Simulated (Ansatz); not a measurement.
Nb:

```
CELL_PARAMETERS angstrom
0.00000 2.11500 2.11500
2.11500 0.00000 2.11500
2.11500 2.11500 0.00000
ATOMIC_POSITIONS crystal
Nb 0.00000 0.00000 0.00000
```

This isn't the form of Nb at room conditions, which is bcc.

Base run:

- Program: Ansatz 0.2.0
- Functional: r2SCAN
- Potentials or basis: Ansatz PAW
- Cutoff: 500 eV
- Density cutoff: 2000 eV
- k mesh: 11 × 11 × 11
- Occupations: fermi-dirac, width 0.05 eV
- Spin: no spin polarisation

Its results: band gap on the k mesh none (metal or under the smearing width); pressure -2.4 GPa.

Task: The run is repeated on the same cell with these changes: functional from r2SCAN to LDA; cutoff from 500 eV to 420 eV; density cutoff from 2000 eV to 1680 eV. What comes out?

Result: Band gap on the k mesh none (metal or under the smearing width); pressure -11.0 GPa.

Caveats: the PAW data sets come from PBE, with cores solved anew for the run's functional, which leaves a small shift of forces and pressure.

Not every run made on this cell is shown here.
